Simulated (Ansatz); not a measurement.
Runs of Ansatz 0.2.0 on TiTe2. It takes space group P-3m1 (No. 164, trigonal). Conventional cell: a = 3.777 Å, b = 3.777 Å, c = 6.498 Å, α = 90.00°, β = 90.00°, γ = 120.00°. Te (site symmetry 3m) is surrounded by 3 Ti at 2.77 Å. Ti (site symmetry -3m) has 6 Te at 2.77 Å as nearest neighbours. 

```tsv
task	level	potentials or basis	U	cell	k mesh	cutoff (eV)	atoms under strain	hubbard projectors	double counting	gap on the mesh (eV)	pressure (GPa)	relaxed volume (Å³/atom)	largest force (eV/Å)
phonons	LDA	Ansatz PAW	-	as given	7 × 7 × 4	420	-	-	-	none	-	-	-
elastic constants	r2SCAN	Ansatz PAW	-	as given	7 × 7 × 4	500	relaxed	-	-	none	(a)	-	-
relaxation of cell and atoms	BLYP	Ansatz PAW	-	relaxed	8 × 8 × 4	420	-	-	-	none	0.0	44.01	0.01
single point	PBE	Ansatz PAW	-	as given	8 × 8 × 4	500	-	-	-	none	0.9	-	0.01
relaxation of cell and atoms	PBEsol+U	Ansatz PAW	Ti d U = 7 eV	relaxed	8 × 8 × 4	420	-	ortho-atomic (the default)	fll (the default)	-	0.0	30.23	-
relaxation of cell and atoms	SVWN5	Ansatz PAW	-	relaxed	8 × 8 × 4	420	-	-	-	-	0.0	24.57	-
density of states	PBE	Ansatz PAW	-	as given	8 × 8 × 4	420	-	-	-	none	0.9	-	0.01
```

Alike in all rows: no spin polarisation; smearing fermi-dirac 0.05 eV.

Q: Fill in the values left out.

A: (a) 1.6.

Caveats: the PAW data sets come from PBE, with cores solved anew for the run's functional, which leaves a small shift of forces and pressure (some runs); the plane-wave basis is chosen anew once the cell has moved, so the energies of steps on either side of that aren't comparable (some runs); this functional lacks dispersion, which binds the layers, so the pressure and a relaxed spacing across them are unreliable (some runs); elastic constants of metals need much finer meshes, so these are rough (some runs); the volume moved by over 15 % at a fixed basis, so the end points are rough (some runs); this functional lacks dispersion, which binds the layers, so the pressure and a relaxed spacing across them are unreliable, and here the layers came unbound (some runs); the volume moved by +64 % from the deposited cell, more than functionals usually miss (some runs).

A k mesh can miss the band edges, and the runs leave out spin-orbit coupling on Te.

A gap of «none» marks a metal or a gap under the smearing width.
